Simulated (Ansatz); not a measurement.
**Relaxing TiO2**

Theory: DFT PBE, scalar-relativistic, plane waves, PAW (Ansatz). Run with 420 eV cutoff, 12×12×4 k-mesh, Gaussian smearing of 0.02 eV, no spin polarisation.

What was changed in TiSe2: Se → O on all its sites, cell and atoms relaxed.

Command:

```bash
ansatz run input.yaml --threads 1 --pin off --max-ram 2560MiB --backend cpu --events-out ev --progress --plain --runs-dir out
```

Input:

```yaml
crystal:
  lattice:
    - [2.9896136246, 0.0, 0.0]
    - [-1.4948068123, 2.5890813464, 0.0]
    - [0.0, 0.0, 5.3703494501]
  atoms:
    - { symbol: Ti, position: [0.0, 0.0, 0.0] }
    - { symbol: O, position: [0.3333333333, 0.6666666667, 0.1795427279] }
    - { symbol: O, position: [0.6666666667, 0.3333333333, 0.8204572721] }
basis:
  ecutwfc: 420
kpoints:
  mp_grid: { grid: [12, 12, 4] }
hamiltonian:
  xc: pbe
scf:
  occupations: { method: gaussian, width: 0.02 }
output:
  forces: true
  stress: true
  eigenvalues: true
relax:
  adjacent_minimum: "off"
  f_tol: 0.01
  max_steps: 60
  cell: { stress_tol: 0.1 }
```

F is the free energy. Steps run on the plane waves of an earlier cell, but the last one, and at times one on the way, on a freshly chosen basis, so a repeated geometry can differ a little in energy.

Steps:

| step | F − F(1) (eV) | largest force component (eV/Å) | V (Å³/atom) | P (GPa) |
| --- | --- | --- | --- | --- |
| 1 | 0.0000 | 0.009 | 13.856 | 0.10 |
| 2 | 0.0003 | 0.001 | 13.894 | 0.04 |
| 3 | 0.0011 | 0.000 | 13.964 | -0.02 |
| 4 | -0.0002 | 0.000 | 13.964 | 0.03 |

Relaxed structure:

```yaml
crystal:
  lattice:
    - [2.98959, 0.00000, 0.00000]
    - [-1.49479, 2.58906, 0.00000]
    - [0.00000, 0.00000, 5.41208]
  atoms:
    - { symbol: Ti, position: [0.00000, 0.00000, 0.00000] }
    - { symbol: O, position: [0.33333, 0.66667, 0.17826] }
    - { symbol: O, position: [0.66667, 0.33333, 0.82174] }
```

Symmetry: P-3m1, No. 164, trigonal system. Conventional cell: a = 2.990 Å, b = 2.990 Å, c = 5.412 Å, α = 90.00°, β = 90.00°, γ = 120.00°. Around Ti (site symmetry -3m) lie 6 O at 1.98 Å. O (site symmetry 3m) has 3 Ti at 1.98 Å as nearest neighbours.

The run converged. Time: 12 s on 1 thread of Intel(R) Xeon(R) Platinum 8488C (Sapphire Rapids), with other jobs on the host, peak memory 0.42 GiB.